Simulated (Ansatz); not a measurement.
Relaxed (001) slab cut from MoS$_{2}$ (space group R-3m (No. 166)); the slab's formula is MoS2, its outer planes S (top) and S (bottom):

```
CELL_PARAMETERS angstrom
3.12041 0.00000 0.00000
-1.56020 2.70235 0.00000
0.00000 0.00000 24.28813
ATOMIC_POSITIONS crystal
S 0.00000 0.00000 0.31032
Mo 0.66667 0.33333 0.37610
S 0.33333 0.66667 0.44221
S 0.66667 0.33333 0.55779
Mo 0.33333 0.66667 0.62390
S 0.00000 0.00000 0.68968
```

Computed with Ansatz, DFT PBEsol, scalar-relativistic, plane waves, PAW. Settings: cutoff 420 eV, Γ-centred mesh 12×12×1 on the computed 6-atom cell, Gaussian smearing of 0.10 eV; no spin polarisation. A dipole correction removes the field between periodic images along c.

The potential is the smooth part; its values at the atoms depend on the PAW datasets.

Q: How does the plane-averaged electrostatic potential energy of an electron run along c, counted from the Fermi level?

A: (z (Å), V (eV)): (2.70, 5.15), (2.97, 5.15), (3.24, 5.15), (3.51, 5.15), (3.78, 5.15), (4.05, 5.15), (4.32, 5.15), (4.59, 5.14), (4.86, 5.14), (5.13, 5.12), (5.40, 5.09), (5.67, 5.00), (5.94, 4.81), (6.21, 4.36), (6.48, 3.27), (6.75, 0.65), (7.02, -4.26), (7.29, -7.78), (7.56, -8.90), (7.83, -8.70), (8.10, -7.09), (8.37, -7.50), (8.64, -12.86), (8.91, -18.39), (9.18, -20.12), (9.45, -16.98), (9.72, -10.95), (9.99, -6.70), (10.25, -7.56), (10.52, -8.86), (10.79, -8.72), (11.06, -7.11), (11.33, -2.87), (11.60, 1.59), (11.87, 3.52), (12.14, 4.03), (12.41, 3.52), (12.68, 1.59), (12.95, -2.87), (13.22, -7.11), (13.49, -8.72), (13.76, -8.86), (14.03, -7.56), (14.30, -6.70), (14.57, -10.95), (14.84, -16.98), (15.11, -20.12), (15.38, -18.39), (15.65, -12.86), (15.92, -7.50), (16.19, -7.09), (16.46, -8.70), (16.73, -8.90), (17.00, -7.78), (17.27, -4.26), (17.54, 0.65), (17.81, 3.27), (18.08, 4.36), (18.35, 4.81), (18.62, 5.00), (18.89, 5.09), (19.16, 5.12), (19.43, 5.14), (19.70, 5.14), (19.97, 5.15), (20.24, 5.15), (20.51, 5.15), (20.78, 5.15), (21.05, 5.15), (21.32, 5.15), (21.59, 5.15)

The vacuum level lies 5.15 eV above the Fermi level.

The reference crystal is a form of MoS2, which isn't its usual structure.

Cost: 1 run of about 0.75 core-minutes, on Intel Xeon Platinum 8259CL (Skylake/Cascade Lake) (shared hosts).